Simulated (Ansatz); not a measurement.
AlCu:

```
CELL_PARAMETERS angstrom
0.00000 2.25677 2.25677
2.25677 0.00000 2.25677
2.25677 2.25677 0.00000
ATOMIC_POSITIONS crystal
Al 0.75000 0.75000 0.75000
Cu 0.00000 0.00000 0.00000
```

The cell was built by a generator and needn't be a form met in nature.

```yaml
Program: Ansatz 0.2.0
Task: relaxation of cell and atoms
Functional: PBEsol0
Potentials_or_basis: Ansatz PAW
Cutoff: "420 eV (not typed: the program's choice for these potentials)"
k_mesh: 5 × 5 × 5
Occupations: fermi-dirac, width 0.05 eV
Spin: no spin polarisation
```

At the start: volume 11.49 Å³/atom.

Q: Where does the relaxation end?

A: It ends after 14 steps and the volume is 20.66 Å³/atom (+79.7 %); space group F-43m (No. 216, to 0.05 Å).

Step by step:
| step | energy change (eV) | largest force (eV/Å) | volume (Å³) |
| --- | --- | --- | --- |
| 1 | 0.0000 | 0.0000 | 22.99 |
| 2 | -1.7799 | 0.0000 | 26.52 |
| 3 | -2.8295 | 0.0000 | 30.39 |
| 4 | -3.3410 | 0.0000 | 34.73 |
| 5 | -3.3957 | 0.0000 | 36.91 |
| 6 | -3.3958 | 0.0000 | 36.82 |
| 7 | -3.5690 | 0.0000 | 36.82 |
| 8 | -3.6381 | 0.0000 | 38.74 |
| 9 | -3.6666 | 0.0000 | 40.92 |
| 10 | -3.6670 | 0.0000 | 41.34 |
| 11 | -3.6670 | 0.0000 | 41.38 |
| 12 | -3.6693 | 0.0000 | 41.38 |
| 13 | -3.6694 | 0.0000 | 41.31 |
| 14 | -3.6694 | 0.0000 | 41.31 |

Final structure:
```yaml
crystal:
  lattice:
    - [0.00000, 2.74381, 2.74381]
    - [2.74381, 0.00000, 2.74381]
    - [2.74381, 2.74381, 0.00000]
  atoms:
    - { symbol: Al, position: [0.75000, 0.75000, 0.75000] }
    - { symbol: Cu, position: [0.00000, 0.00000, 0.00000] }
```

Caveat: the k mesh is coarse (spacing up to 0.48 Å⁻¹), so the values aren't converged, least of all with exact exchange; the volume moved by over 15 % at a fixed basis, so the end points are rough; the plane-wave basis is chosen anew once the cell has moved, so the energies of steps on either side of that aren't comparable; the PAW data sets come from PBE, with cores solved anew for the run's functional, which leaves a small shift of forces and pressure.
